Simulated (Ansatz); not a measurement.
Cold compression of Cl (beta tin type)

```yaml
crystal:
  lattice:
    - [-2.62126, 2.62126, 1.82237]
    - [2.62126, -2.62126, 1.82237]
    - [2.62126, 2.62126, -1.82237]
  atoms:
    - { symbol: Cl, position: [0.62500, 0.87500, 0.75000] }
    - { symbol: Cl, position: [0.37500, 0.12500, 0.25000] }
```

The cell comes from a relaxation on PAW files under the same functional, begun from a prototype that needn't be the stable phase.

Its volume is scaled, and at each volume shape and atoms are relaxed on PAW files; all methods then take that cell.

Computed with Ansatz 0.2.0; functional PBE, scalar-relativistic. Settings: a Γ-centred 16×16×16 k mesh, Fermi–Dirac smearing of 0.08 eV, no spin polarisation. Methods: LAPW: all electrons, basis error target 1 meV/atom; PAW: frozen-core files, cutoff 420 eV; crystal datasets: all electrons, by PAW datasets that the program makes for each cell; norm-conserving: pseudopotentials, cutoff 789 eV; PAW (cutoff 1000 eV): frozen-core files, cutoff 1000 eV.

Energies are extrapolated to zero smearing and count from the unscaled cell; pressure is positive in compression; gaps take the mesh and a band path. No temperature or zero-point motion is included.

The structure type is held throughout; the real material can change phase at far lower pressure.

```csv
V/V0,V (Å³/atom),P LAPW (GPa),ΔE LAPW (eV/atom),P PAW − LAPW (GPa),ΔE PAW − LAPW (meV/atom),space group,shortest distance (Å)
1.00,25.04,0.01,0.000,-0.01,0.0,I4_1/amd,?
0.95,23.79,1.22,0.003,-0.01,0.0,I4_1/amd,2.744
0.85,21.29,5.41,0.050,-0.01,-0.1,I4_1/amd,2.671
0.75,18.78,13.49,0.189,-0.02,-0.3,I4_1/amd,?
0.65,16.28,28.8,0.504,-0.03,-0.7,I4_1/amd,2.478
0.55,13.77,58.1,1.155,-0.06,-1.4,I4_1/amd,2.353
0.45,11.27,119.9,2.348,-0.19,-3.5,I4_1/amd,2.127
0.40,10.02,169.2,3.465,-0.34,-5.1,I4_1/amd,2.113
```

Q: Fill in "shortest distance (Å)" for the row "0.75".

A: 2.583.

Q: Give the missing entry: row "1.00", column "shortest distance (Å)".

A: 2.775.

Q: Fit the Vinet equation to the LAPW pressures over the whole range, with residuals weighted by 1/(|P| + 0.03·Pmax).

A: V0 = 24.97 Å³/atom, B0 = 23.4 GPa and B0′ = 5.14, and the fit misses no point by more than 3.8 GPa. A fit over so wide a range pins B0 less well than one near rest.

Q: From the table, what is the rise of the enthalpy H = E + pV up to the last row, and how stiff is the crystal between the last two rows?

A: ΔH = 3.465 eV + (169.2 GPa × 10.02 Å³ − 0.01 GPa × 25.04 Å³) × 0.006242 eV/(GPa·Å³) = 14.04 eV/atom, of which pV makes 75 %. The mean bulk modulus there is −ΔP/Δln V = 418 GPa.

Q: At the smallest volume, how far do crystal datasets and norm-conserving and PAW (cutoff 1000 eV) lie from LAPW in pressure?

A: crystal datasets: 0.00 GPa; norm-conserving: -0.27 GPa; PAW (cutoff 1000 eV): -0.35 GPa, on a LAPW pressure of 169.2 GPa.
